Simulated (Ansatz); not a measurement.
**Exchange couplings of Fe (Fmmm)**

The geometry is a structure from the Materials Project, repeated to hold the magnetic orders, held fixed and not relaxed.

Settings: PBE, 7×11×7 k mesh, Fermi–Dirac smearing of 0.05 eV. PAW means Ansatz 0.2.0 on its default frozen-core files. Site moments are integrated in spheres about the atoms.

The run was typed so:

```yaml
crystal:
  lattice:
    - [1.7000753688, 1.7262356591, 3.7097032485]
    - [1.7000753688, -1.7262356591, 0.0]
    - [1.7000753688, 1.7262356591, -3.7097032485]
  atoms:
    - { symbol: Fe, position: [0.5, 0.5, 0.0], spin: 1.6 }
    - { symbol: Fe, position: [0.0, 0.5, 0.5], spin: 1.6 }
    - { symbol: Fe, position: [0.0, 0.0, 0.0], spin: -1.6 }
    - { symbol: Fe, position: [0.5, 0.0, 0.5], spin: -1.6 }
magnetization:
  spin_polarized: true
kpoints:
  mp_grid: { grid: [7, 11, 7] }
scf:
  occupations: { method: fermi_dirac, width: 0.05 }
  lower_state_search: "off"
hamiltonian:
  xc: pbe
  pseudopotentials: { kind: paw }
output:
  eigenvalues: false
  eigenstates:
    nscf_kmesh: { grid: [7, 11, 7] }
    top_band: c41
    exchange_couplings: { magnetic: [{ species: Fe }] }
```

Command: `ansatz run input.yaml --threads 2 --pin off --max-ram 6144MiB --backend cpu --events-out ev --progress --plain --runs-dir out`

Site moments (μB): Fe1 1.57, Fe2 1.57, Fe3 -1.57, Fe4 -1.57. Cell moment 0.00 μB.

Couplings come from the force theorem (directions of the magnetic atoms constrained, all else relaxed) on a 7×11×7 mesh, with E = −Σ J e_i·e_j over ordered pairs of unit vectors, so positive J favours parallel moments.

| pair | count | J PAW (meV) |
| --- | --- | --- |
| Fe1–Fe at 2.42 Å, set 1 | 2 | -2.82 |
| Fe1–Fe at 2.42 Å, set 2 | 2 | -2.86 |
| Fe1–Fe at 2.52 Å | 4 | +2.59 |
| Fe1–Fe at 2.53 Å | 4 | +0.81 |
| Fe1–Fe at 3.40 Å | 2 | +2.22 |
| Fe1–Fe at 3.45 Å | 2 | +3.01 |
| Fe1–Fe at 3.71 Å | 2 | +2.83 |
| Fe1–Fe at 4.24 Å, set 1 | 4 | -1.03 |
| Fe1–Fe at 4.24 Å, set 2 | 4 | -1.59 |

Pairs at one distance with different couplings are listed as sets.

The program reports that this state isn't the lowest of its own couplings.

The couplings come from one mesh, and their convergence in k wasn't tested.

They shouldn't be read as transferable Heisenberg parameters: they are taken about a state that they themselves reject, with itinerant moments.

The Ansatz runs typed with the search for lower states off end where their start leads. None of this fixes the real material's magnetic order: only patterns that fit the cell were computed, without spin fluctuations and on one mesh and smearing, with a functional that can overstate moments.
